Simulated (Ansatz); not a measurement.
Ge:

```
CELL_PARAMETERS angstrom
0.00000 2.82891 2.82891
2.82891 0.00000 2.82891
2.82891 2.82891 0.00000
ATOMIC_POSITIONS crystal
Ge 0.75000 0.75000 0.75000
Ge 0.50000 0.50000 0.50000
```

```yaml
Program: Ansatz 0.2.0
Task: relaxation of cell and atoms
Functional: rPW86-PBE
Potentials_or_basis: Ansatz PAW
Cutoff: "420 eV (not typed: the program's choice for these potentials)"
k_mesh: 8 × 8 × 8
Occupations: fermi-dirac, width 0.05 eV
Spin: no spin polarisation
```

At the start: volume 22.64 Å³/atom.

Problem. How do energy, volume and symmetry change on relaxing?

Solution. It ends after 5 steps and the volume is 25.15 Å³/atom (+11.1 %); space group Fd-3m (No. 227, to 0.05 Å).

The path:
| step | energy change (eV) | largest force (eV/Å) | volume (Å³) |
| --- | --- | --- | --- |
| 1 | 0.0000 | 0.0000 | 45.28 |
| 2 | -0.0897 | 0.0000 | 49.02 |
| 3 | -0.0946 | 0.0000 | 50.07 |
| 4 | -0.0947 | 0.0000 | 50.29 |
| 5 | -0.0964 | 0.0000 | 50.29 |

Final structure:
```
Ge
1.0
     0.00000    2.92972    2.92972
     2.92972    0.00000    2.92972
     2.92972    2.92972    0.00000
Ge
2
Direct
  0.75000 0.75000 0.75000
  0.50000 0.50000 0.50000
```

The cell as given is a measured one (22.64 Å³/atom); rPW86-PBE puts the equilibrium volume +11.1 % from it, thermal expansion not counted.

Caveat: the plane-wave basis is chosen anew once the cell has moved, so the energies of steps on either side of that aren't comparable; the volume moved by +11 % from the deposited cell, more than functionals usually miss; the PAW data sets come from PBE, with cores solved anew for the run's functional, which leaves a small shift of forces and pressure.
